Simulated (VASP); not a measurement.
# MoS2 in VASP: a series of runs

Runs on MoS2. Level: PBE+D3(BJ). Tasks: relaxation of cell and atoms.

Everything below comes from runs of VASP 6.6.1. Logs are shortened: lines on timing, memory, paths and dates and some standing lists are left out, and cuts for length are marked.

### Step 1. The structure

The cell holds a slab with vacuum, 3 atoms: a = 3.169 Å, b = 3.169 Å, c = 21.130 Å, α = 90.00°, β = 90.00°, γ = 120.00°.

### Step 2. Relaxation of cell and atoms, PBE+D3(BJ)

INCAR reads:

```
SYSTEM = MoS2
PREC = Accurate
ENCUT = 600
EDIFF = 1E-6
ISMEAR = 0
SIGMA = 0.03
LREAL = .False.
LASPH = .True.
NELM = 80
ALGO = Normal
ISIF = 3
LWAVE = .False.
LCHARG = .False.
GGA = PE
IVDW = 12
IBRION = 2
NSW = 90
EDIFFG = -0.01
LATTICE_CONSTRAINTS = .TRUE. .TRUE. .FALSE.
KPAR = 4
```

KPOINTS reads:

```
Automatic mesh
0
Gamma
  12 12 1
  0 0 0
```

POSCAR reads:

```
MoS2
1.0
    3.1690000000      0.0000000000      0.0000000000
   -1.5845000000      2.7444345000      0.0000000000
    0.0000000000      0.0000000000     21.1302960000
S Mo
2 1
Direct
    0.3333333300      0.6666666700      0.4259287200
    0.3333333300      0.6666666700      0.5740712800
    0.6666666700      0.3333333300      0.5000000000
```

Potentials or basis: VASP PAW PBE potentials, release 64 (S, Mo_sv).

Command:

```bash
cat potpaw_PBE.64/S/POTCAR potpaw_PBE.64/Mo_sv/POTCAR > POTCAR
mpirun -np 4 vasp_std > vasp.out
```

OUTCAR:

```text
SYSTEM = MoS2
   PREC = Accurate
   ENCUT = 600
   EDIFF = 1E-6
   ISMEAR = 0
   LREAL = .False.
   LASPH = .True.
   NELM = 80
   ISIF = 3
   GGA = PE
   IVDW = 12
   IBRION = 2
   NSW = 90
   EDIFFG = -0.01
 IVDW          = 12

 ion  position               nearest neighbor table
   1  0.333  0.667  0.426-   3 2.41   3 2.41   3 2.41
   2  0.333  0.667  0.574-   3 2.41   3 2.41   3 2.41
   3  0.667  0.333  0.500-   1 2.41   2 2.41   1 2.41   2 2.41   1 2.41   2 2.41

  LATTYP: Found a hexagonal cell.
 ALAT       =     3.1690000000
 C/A-ratio  =     6.6678119281

  Lattice vectors:

 A1 = (   3.1690000000,   0.0000000000,   0.0000000000)
 A2 = (  -1.5845000000,   2.7444345000,   0.0000000000)
 A3 = (   0.0000000000,   0.0000000000,  21.1302960000)

Analysis of symmetry for initial positions (statically):
=====================================================================
 Subroutine PRICEL returns:
 Original cell was already a primitive cell.

 Routine SETGRP: Setting up the symmetry group for a
 hexagonal supercell.

 Subroutine GETGRP returns: Found 12 space group operations
 (whereof 12 operations were pure point group operations)
 out of a pool of 24 trial point group operations.

The static configuration has the point symmetry D_3h.

Analysis of symmetry for dynamics (positions and initial velocities):
=====================================================================
 Subroutine PRICEL returns:
 Original cell was already a primitive cell.

 Routine SETGRP: Setting up the symmetry group for a
 hexagonal supercell.

 Subroutine GETGRP returns: Found 12 space group operations
 (whereof 12 operations were pure point group operations)
 out of a pool of 24 trial point group operations.

The dynamic configuration has the point symmetry D_3h.

 Subroutine INISYM returns: Found 12 space group operations
 (whereof 12 operations are pure point group operations),
 and found     1 'primitive' translations

----------------------------------------------------------------------------------------

                                     Primitive cell

  volume of cell :     183.7726

  direct lattice vectors                    reciprocal lattice vectors
     3.169000000  0.000000000  0.000000000     0.315556958  0.182186895  0.000000000
    -1.584500000  2.744434500  0.000000000     0.000000000  0.364373790  0.000000000
     0.000000000  0.000000000 21.130296000     0.000000000  0.000000000  0.047325414

  length of vectors
     3.169000000  3.168999996 21.130296000     0.364373789  0.364373790  0.047325414

  position of ions in fractional coordinates (direct lattice)
     0.333333330  0.666666670  0.425928720
     0.333333330  0.666666670  0.574071280
     0.666666670  0.333333330  0.500000000

  ion indices of the primitive-cell ions
   primitive index   ion index
                 1           1
                 2           2
                 3           3

----------------------------------------------------------------------------------------

 KPOINTS: Automatic mesh

Automatic generation of k-mesh.
 Grid dimensions read from file:
 generate k-points for:   12   12    1

 Generating k-lattice:

  Cartesian coordinates                     Fractional coordinates (reciprocal lattice)
     0.026296413  0.015182241  0.000000000     0.083333333  0.000000000  0.000000000
     0.000000000  0.030364482  0.000000000     0.000000000  0.083333333  0.000000000
     0.000000000  0.000000000  0.047325414     0.000000000  0.000000000  1.000000000

  Length of vectors
     0.030364482  0.030364482  0.047325414

  Shift w.r.t. Gamma in fractional coordinates (k-lattice)
     0.000000000  0.000000000  0.000000000

 Subroutine IBZKPT returns following result:
 ===========================================

 Found     19 irreducible k-points:

 Following reciprocal coordinates:
            Coordinates               Weight
  0.000000  0.000000  0.000000      1.000000
  0.083333  0.000000  0.000000      6.000000
  0.166667  0.000000  0.000000      6.000000
  0.250000 -0.000000  0.000000      6.000000
  0.333333 -0.000000  0.000000      6.000000
  0.416667  0.000000  0.000000      6.000000
[... 11 lines left out ...]
  0.333333  0.250000  0.000000     12.000000
  0.333333  0.333333  0.000000      2.000000
   k-points           NKPTS =     19   k-points in BZ     NKDIM =     19   number of bands    NBANDS=     17
   number of dos      NEDOS =    301   number of ions     NIONS =      3
   total plane-waves  NPLWV = 141120
   dimension x,y,z NGX =    28 NGY =   28 NGZ =  180
   dimension x,y,z NGXF=    56 NGYF=   56 NGZF=  360
   ions per type =               2   1
   NGX,Y,Z   is equivalent  to a cutoff of  14.69, 14.69, 14.16 a.u.
   NGXF,Y,Z  is equivalent  to a cutoff of  29.38, 29.38, 28.32 a.u.
 SYSTEM =  MoS2
   PREC   = accura    normal or accurate (medium, high low for compatibility)
   ISTART =      0    job   : 0-new  1-cont  2-samecut
   ICHARG =      2    charge: 1-file 2-atom 10-const
   ISPIN  =      1    spin polarized calculation?
   LNONCOLLINEAR =      F non collinear calculations
   LSORBIT =      F    spin-orbit coupling
   LASPH  =      T    aspherical Exc in radial PAW
   ENCUT  =  600.0 eV  44.10 Ry    6.64 a.u.   6.33  6.33 42.20*2*pi/ulx,y,z
   NELM   =     80;   NELMIN=  2; NELMDL= -5     # of ELM steps
   EDIFF  = 0.1E-05   stopping-criterion for ELM
   LREAL  =      F    real-space projection
   EDIFFG = -.1E-01   stopping-criterion for IOM
   NSW    =     90    number of steps for IOM
   IBRION =      2    ionic relax: 0-MD 1-quasi-New 2-CG
   NFREE  =      1    steps in history (QN), initial steepest desc. (CG)
   ISIF   =      3    stress and relaxation
   ISYM   =      2    0-nonsym 1-usesym 2-fastsym
   POTIM  = 0.5000    time-step for ionic-motion
   TEBEG  =    0.0;   TEEND  =   0.0 temperature during run
   PSTRESS=    0.0 pullay stress
   NELECT =      26.0000    total number of electrons
   NUPDOWN=      -1.0000    fix difference up-down
   EMIN   =  10.00;   EMAX   =-10.00  energy-range for DOS
   EFERMI =   0.00;   METHOD = LEGACY
   ISMEAR =     0;   SIGMA  =   0.03  broadening in eV -4-tet -1-fermi 0-gaus
   EFERMI_NEDOS =   21; number of points for ismear=-14 and -15
   IALGO  =     38    algorithm
   IMIX   =      4    mixing-type and parameters
     AMIX     =   0.40;   BMIX     =  1.00
     AMIX_MAG =   1.60;   BMIX_MAG =  1.00
  volume/ion in A,a.u.               =      61.26       413.39
  Fermi-wavevector in a.u.,A,eV,Ry     =   0.853046  1.612023  9.900786  0.727687
  Thomas-Fermi vector in A             =   1.969428
   LORBIT       =      0    0 simple, 1 ext, 2 COOP (PROOUT), +10 PAW based schemes
   GGA     = PE    functional components
   LHFCALC =     F    Hartree Fock is set to
   AEXX    =    0.0000 exact exchange contribution
   IVDW    =    12    specifies the selected vdW correction
   LEPSILON=     F    determine dielectric tensor
   LRPA    =     F    only Hartree local field effects (RPA)
 conjugate gradient relaxation of ions
 non-spin polarized calculation
 Gauss-broadening in eV      SIGMA  =   0.03
  energy-cutoff  :      600.00
  volume of cell :      183.77
 maximum number of plane-waves:      6163
 NGX is ok and might be reduce to    28
   NGX = 13   NGY = 13   NGZ = 85

--------------------------------------- Ionic step        1  -------------------------------------------

 number of electron      26.0000000 magnetization

 Free energy of the ion-electron system (eV)
  ---------------------------------------------------
  ext. energy  EPLUGINS =         0.00000000
  ---------------------------------------------------
  free energy    TOTEN  =       -21.85124619 eV

  energy without entropy =      -21.85124619  energy(sigma->0) =      -21.85124619

------------------------ aborting loop because EDIFF is reached ----------------------------------------

 Edisp (eV)   -0.94929

 E8    (eV) :    -0.4106

  FORCE on cell =-STRESS in cart. coord.  units (eV):
  Direction    XX          YY          ZZ          XY          YZ          ZX
  --------------------------------------------------------------------------------------
  -------------------------------------------------------------------------------------
  Total      -0.52333    -0.52333    -0.22545    -0.00000     0.00000     0.00000
  in kB      -4.56252    -4.56252    -1.96553    -0.00000     0.00000     0.00000
  external pressure =       -3.70 kB  Pullay stress =        0.00 kB

 VOLUME and BASIS-vectors are now :
 -----------------------------------------------------------------------------
  energy-cutoff  :      600.00
  volume of cell :      183.77
      direct lattice vectors                 reciprocal lattice vectors
     3.169000000  0.000000000  0.000000000     0.315556958  0.182186895  0.000000000
    -1.584500000  2.744434500  0.000000000     0.000000000  0.364373790  0.000000000
     0.000000000  0.000000000 21.130296000     0.000000000  0.000000000  0.047325414
[... 124 lines left out ...]
 POSITION                                       TOTAL-FORCE (eV/Angst)
 -----------------------------------------------------------------------------------
     -0.00000      1.82101      8.99945         0.000000     -0.000000     -0.019391
     -0.00000      1.82101     12.13084         0.000000     -0.000000      0.019391
      1.57704      0.91050     10.56515        -0.000000      0.000000      0.000000
 -----------------------------------------------------------------------------------
    total drift:                               -0.000013      0.000008      0.000000

  FREE ENERGIE OF THE ION-ELECTRON SYSTEM (eV)
  ---------------------------------------------------
  free  energy   TOTEN  =       -22.8030315429 eV

  energy  without entropy=      -22.8030315429  energy(sigma->0) =      -22.80303154

--------------------------------------- Ionic step        5  -------------------------------------------

 number of electron      25.9999999 magnetization

 Free energy of the ion-electron system (eV)
  ---------------------------------------------------
  ext. energy  EPLUGINS =         0.00000000
  ---------------------------------------------------
  free energy    TOTEN  =       -21.84418357 eV

  energy without entropy =      -21.84418357  energy(sigma->0) =      -21.84418357

 E-fermi :  -1.9795     XC(G=0):  -3.6498

 val. band max:       -2.1498034520   @ k =   0.3333   0.3333   0.0000
 cond. band min:      -0.3664157600   @ k =   0.3333   0.3333   0.0000
 fundamental gap:      1.7833876920
 Fermi energy:        -1.9794952382

 k-point     1 :       0.0000    0.0000    0.0000
  band No.  band energies     occupation
      1     -62.9827      2.00000
      2     -37.1439      2.00000
      3     -36.9051      2.00000
      4     -36.9051      2.00000
      5     -16.3150      2.00000
      6     -15.0107      2.00000
[... 9 lines left out ...]
     16       0.9266      0.00000
     17       0.9266      0.00000
[... 384 lines left out ...]
 POSITION                                       TOTAL-FORCE (eV/Angst)
 -----------------------------------------------------------------------------------
     -0.00000      1.82047      8.99814         0.000000      0.000000     -0.001021
     -0.00000      1.82047     12.13215         0.000000      0.000000      0.001021
      1.57657      0.91023     10.56515        -0.000000      0.000000      0.000000
 -----------------------------------------------------------------------------------
    total drift:                               -0.000013      0.000008      0.000000

  FREE ENERGIE OF THE ION-ELECTRON SYSTEM (eV)
  ---------------------------------------------------
  free  energy   TOTEN  =       -22.8030584041 eV

  energy  without entropy=      -22.8030584041  energy(sigma->0) =      -22.80305840

 reached required accuracy - stopping structural energy minimisation
```

It took 2.7 min on 4 MPI ranks of Intel Xeon Platinum 8175M at 2.50GHz (Skylake/Cascade Lake), shared host; peak memory 0.44 GiB.

What came out:

```
Free energy                            : -22.8031 eV
Relaxed volume                         : 60.65 Å³/atom
Relaxed cell                           : a = 3.153 Å, b = 3.153 Å, c = 21.130 Å, α = 90.00°, β = 90.00°, γ = 120.00°
Space group after relaxing (to 0.05 Å) : P-6m2 (No. 187)
Energy gained by relaxing              : 0.8 meV/atom
Ionic steps                            : 5
Band gap on the k mesh                 : 1.78 eV, direct
Dispersion energy per atom             : -0.320 eV
```

Step by step:
```csv
step,energy change (eV),largest force (eV/Å),pressure (GPa),volume (Å³)
1,0.0000,0.0641,-0.37,183.77
2,0.0000,0.1668,0.45,180.69
3,-0.0023,0.0502,0.03,182.22
4,-0.0025,0.0194,0.01,182.05
5,-0.0025,0.0010,-0.01,181.94
```

Final structure:
```xyz
3
Lattice="3.1531 0.0000 0.0000 -1.5766 2.7307 0.0000 0.0000 0.0000 21.1303" Properties=species:S:1:pos:R:3 pbc="T T T"
S     0.0000    1.8205    8.9981
S     0.0000    1.8205   12.1322
Mo    1.5766    0.9102   10.5651
```

As with any semilocal functional, this PBE gap is likely too small.

(Part 1 of 2 ends here.)
